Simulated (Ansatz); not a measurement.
Structure relaxation of Ge

Level of theory: Ansatz, DFT PBE, scalar-relativistic, plane waves, PAW. Cutoff 420 eV, Γ-centred k mesh, Gaussian smearing, no spin polarisation in the final step.

This is the end of a relaxation of cell and atoms.

```
Ge
1.0
    -3.52928    3.52928    3.52928
     3.52928   -3.52928    3.52928
     3.52928    3.52928   -3.52928
Ge
8
Direct
  0.50000 0.00000 0.79746
  0.79746 0.50000 0.00000
  0.00000 0.79746 0.50000
  0.70254 0.70254 0.70254
  0.50000 0.00000 0.20254
  0.20254 0.50000 0.00000
  0.00000 0.20254 0.50000
  0.29746 0.29746 0.29746
```

Energies count from the standard state of Ge at the same level.

Question: What space group does it have?

Answer: Ia-3 (No. 206). Conventional cell: a = 7.059 Å. Around Ge lie 4 Ge at 2.48–2.54 Å.

Question: How far above the standard state of Ge does it lie?

Answer: 0.14 eV/atom.

Question: Is it a metal?

Answer: Yes, bands cross the Fermi level on the 8×8×8 mesh.

The final run used a 8×8×8 mesh on its 8-atom cell and 0.10 eV smearing. For metals, differences of a few meV/atom aren't resolved.

This form isn't the element's structure at ambient conditions.